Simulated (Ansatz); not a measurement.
# Sb: the cost of one run

Program: Ansatz 0.2.0. Level of theory: DFT PBE, scalar-relativistic, plane waves, PAW. These are calculated values, not measurements.

## (1) The system as given

Symmetry: Cmce, No. 64, orthorhombic system. The conventional cell has a = 3.906 Å, b = 12.391 Å, c = 5.169 Å, α = 90.00°, β = 90.00°, γ = 90.00°. Around Sb (site symmetry m) lie 3 Sb at 2.56 to 2.60 Å.

Structure file:

```xyz
4
Lattice="1.9531 -6.1956 0.0000 1.9531 6.1956 0.0000 0.0000 0.0000 5.1689" Properties=species:S:1:pos:R:3 pbc="T T T"
Sb    1.9531    4.9812    4.7037
Sb    1.9531   -1.2143    3.0496
Sb    1.9531   -4.9812    0.4652
Sb    1.9531    1.2143    2.1192
```

This is candidate A: black phosphorus type (Cmce, No. 64).

(A quick probe on a coarse mesh, which set the mesh and smearing, is not shown.)

## (3) A loose first relaxation (candidate A)

File input.yaml:

```yaml
crystal:
  lattice:
    - [1.9530758068, -6.1955576953, 0.0]
    - [1.9530758068, 6.1955576953, 0.0]
    - [0.0, 0.0, 5.1688652772]
  atoms:
    - { symbol: Sb, position: [0.098, 0.902, 0.91] }
    - { symbol: Sb, position: [0.598, 0.402, 0.59] }
    - { symbol: Sb, position: [0.902, 0.098, 0.09] }
    - { symbol: Sb, position: [0.402, 0.598, 0.41] }
basis:
  ecutwfc: 420
kpoints:
  mp_grid: { grid: [6, 6, 4] }
hamiltonian:
  xc: pbe
scf:
  occupations: { method: gaussian, width: 0.1 }
  lower_state_search: "off"
output:
  forces: true
  stress: true
  eigenvalues: true
relax:
  adjacent_minimum: "off"
  f_tol: 0.04
  max_steps: 70
  cell: { stress_tol: 0.4 }
```

What time and memory should one allow on 1 thread of an x86-64 CPU, shared host?

About 74 s, with a peak of 0.61 GiB.
